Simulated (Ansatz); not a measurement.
# CdTe: changing the functional

Symmetry: F-43m, No. 216, cubic system. Conventional cell: a = 6.410 Å, b = 6.410 Å, c = 6.410 Å, α = 90.00°, β = 90.00°, γ = 90.00°. Te (site symmetry -43m) is surrounded by 4 Cd at 2.78 Å. Cd (site symmetry -43m) is surrounded by 4 Te at 2.78 Å.

Kept alike: task single point; k mesh 6 × 6 × 6; occupations fermi-dirac, width 0.05 eV; no spin polarisation. Program: Ansatz, PAW datasets made for the crystal. Cutoffs run from 240 to 270 eV. The mesh is that of the run's cell of 2 atoms. No spin-orbit coupling.

| run | band gap (eV) | pressure (GPa) |
| --- | --- | --- |
| A | 2.349 | 3.23 |
| B | 1.749 | 3.33 |
| C | 0.756 | 1.70 |
| D | 0.872 | 4.27 |

Pressure is positive in compression, with a Pulay correction for the finite cutoff. Spin-orbit coupling, left out here, moves the band edges of heavy atoms and can close or invert small gaps. A gap read on the mesh alone can miss an edge between its points.

Task: The runs differ in the functional (and the cutoff that goes with it) alone: HSE06; PBE; PBE0; PBEsol. Which run is which?

Result: Run A is PBE0; run B is HSE06; run C is PBEsol; run D is PBE. The band gap runs from 0.756 (PBEsol) to 2.349 eV (PBE0). From PBE: HSE06 +0.877; PBE0 +1.477; PBEsol -0.116. The pressure runs from 1.70 (PBEsol) to 4.27 GPa (PBE). From PBE: HSE06 -0.94; PBE0 -1.04; PBEsol -2.57. A positive pressure means that the functional's own cell is larger than the one given, a negative one that it is smaller.
